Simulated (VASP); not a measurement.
Set up this calculation in VASP 6.6.1, as the native input.

```yaml
Task: dielectric tensor
Functional: PBE
Potentials_or_basis: VASP PAW PBE potentials, release 64 (Si)
Cutoff: 520 eV
k_mesh: 14 × 14 × 14
Occupations: gaussian, width 0.03 eV
Spin: no spin polarisation
Monkhorst-Pack_mesh: yes
Further_INCAR_settings: ALGO = Normal; EDIFF = 1e-08
```

The structure of Si lies in POSCAR:

```
Si                                      
1.0
    0.0000000000      2.7178477094      2.7178477094
    2.7178477094      0.0000000000      2.7178477094
    2.7178477094      2.7178477094      0.0000000000
  Si            
     2
Direct
     0.7500000000000000    0.7500000000000000    0.7500000000000000
     0.5000000000000000    0.5000000000000000    0.5000000000000000
```

These files were run (other wordings do the same):

INCAR

```
ALGO = Normal
EDIFF = 1E-8
ENCUT = 520
GGA = PE
ISIF = 2
ISMEAR = 0
LASPH = True
LCHARG = False
LEPSILON = True
LREAL = False
LWAVE = False
NELM = 80
PREC = Accurate
SIGMA = 0.03
```

KPOINTS

```
k-points
0
Monkhorst-Pack
  14 14 14
```

Potentials or basis: VASP PAW PBE potentials, release 64 (Si).

Command:

```bash
$ cat potpaw_PBE.64/Si/POTCAR > POTCAR
$ mpirun -np 1 vasp_std > vasp.out
```

Results of the run:

| Property | Result |
| --- | --- |
| Electronic dielectric tensor (diagonal) | 12.91 |
| Born charges (mean of the diagonal) | Si +0.00 e |

Wall time 9.1 min on 1 thread of Intel(R) Xeon(R) 6975P-C (Granite Rapids) (shared host), peak memory 0.63 GiB.
